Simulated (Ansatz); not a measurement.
Runs of Ansatz 0.2.0 on CdO (Monteponite). Symmetry: Fm-3m, No. 225, cubic system. The conventional cell has a = 4.699 Å, b = 4.699 Å, c = 4.699 Å, α = 90.00°, β = 90.00°, γ = 90.00°. Cd (site symmetry m-3m) is surrounded by 6 O at 2.35 Å. O (site symmetry m-3m) has 6 Cd at 2.35 Å as nearest neighbours. 

```tsv
task	level	spin	cell	k mesh	points for each segment of the path	mesh quality	gap on the mesh (eV)	pressure (GPa)
band structure	PBEsol	off	as given	10 × 10 × 10	14	not flagged	none	-0.8
band structure	HSE03	off	as given	5 × 5 × 5	4	coarse	(a)	0.9
band structure	revPBE	off	as given	10 × 10 × 10	14	not flagged	none	9.4
relaxation of cell and atoms	RPBE	off	relaxed	10 × 10 × 10	-	not flagged	-	0.0
band structure	PBEsol	SOC, no magnetisation	as given	7 × 7 × 7	14	not flagged	none	-0.8
```

Alike in all rows: potentials or basis Ansatz PAW; cutoff (eV) 420; smearing fermi-dirac 0.05 eV.

Fill in the values left out.

(a) 0.85.

Caveats: some runs use coarse meshes; the PAW data sets come from PBE, with cores solved anew for the run's functional, which leaves a small shift of forces and pressure; this crystal is a semiconductor, whose small gap the functional closes, so the metal is an error of the method (some runs); the k mesh misses the band edges, so the gap on the mesh is wider than the one along the path (some runs); the thresholds are loose for stress (some runs); the plane-wave basis is chosen anew once the cell has moved, so the energies of steps on either side of that aren't comparable (some runs).

A k mesh can miss the band edges, and rows without SOC leave out spin-orbit coupling on Cd.

A gap of «none» marks a metal or a gap under the smearing width.

Runs at the PBE level aren't shown here.
